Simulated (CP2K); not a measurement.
Runs of CP2K 2026.2 on Hf. Symmetry: P6_3/mmc, No. 194, hexagonal system. Conventional cell: a = 3.197 Å, b = 3.197 Å, c = 5.058 Å, α = 90.00°, β = 90.00°, γ = 120.00°. Hf (site symmetry -6m2) is surrounded by 12 Hf at 3.13 to 3.20 Å. 

```csv
level,cutoff of the non-local correlation (Ry),gap on the mesh (eV),pressure (GPa)
rev-vdW-DF2,300,none,-1.1
PBE,-,none,(a)
LDA,-,none,-5.6
AM05,-,none,-2.6
OLYP,-,none,-0.1
SCAN,-,none,1.0
PBEsol,-,none,(b)
```

Alike in all rows: task band structure; potentials or basis POTENTIAL_UZH Hf GTH-PBE-q12; TZVP-MOLOPT-PBE-GTH basis; no spin polarisation; cell as given; k mesh 10 × 10 × 5; smearing fermi-dirac 0.05 eV.

**Question.** Estimate the missing entries.

**Answer.** (a) 0.8; (b) -2.9.

Caveats: spin-orbit coupling is left out, which moves the levels of the heavy elements; the basis of atomic orbitals isn't converged, which shifts pressures, moduli and gaps; the potentials were made for another functional, which shifts forces and pressure (some runs).

A k mesh can miss the band edges, and the runs leave out spin-orbit coupling on Hf.

A gap of «none» marks a metal or a gap under the smearing width.
